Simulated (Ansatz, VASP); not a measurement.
**Two plane-wave programs on Al**

```xyz
2
Lattice="2.7866 0.0000 0.0000 -1.3933 2.4133 0.0000 0.0000 0.0000 4.5808" Properties=species:S:1:pos:R:3 pbc="T T T"
Al    1.3933    0.8044    3.4356
Al    0.0000    1.6089    1.1452
```

Alike in both runs: functional PBE; dispersion D3(BJ); k mesh 18 × 18 × 10; occupations fermi-dirac, width 0.15 eV; no spin polarisation.

Ansatz relaxed the structure, and its values are those at the end. VASP's run is a single point on that final structure, the one shown.

|  | VASP | Ansatz |
| --- | --- | --- |
| version | VASP 6.6.1 | Ansatz 0.2.0 |
| potentials or method | VASP PAW PBE potentials, release 64 (Al) | scalar-relativistic, plane waves, PAW |
| plane-wave cutoff (eV) | 520 | 420 |
| valence electrons in the cell | 6 | 6 |

|  | VASP | Ansatz | Ansatz less VASP |
| --- | --- | --- | --- |
| gap on the k mesh at the Fermi level (eV) | none | none | - |
| pressure (GPa) | 3.0 | 3.0 | +0.03 |

A gap of «none» marks a metal or a gap that the smearing closes.

Caveats: pairwise dispersion overbinds metals, which lowers pressure and volume.
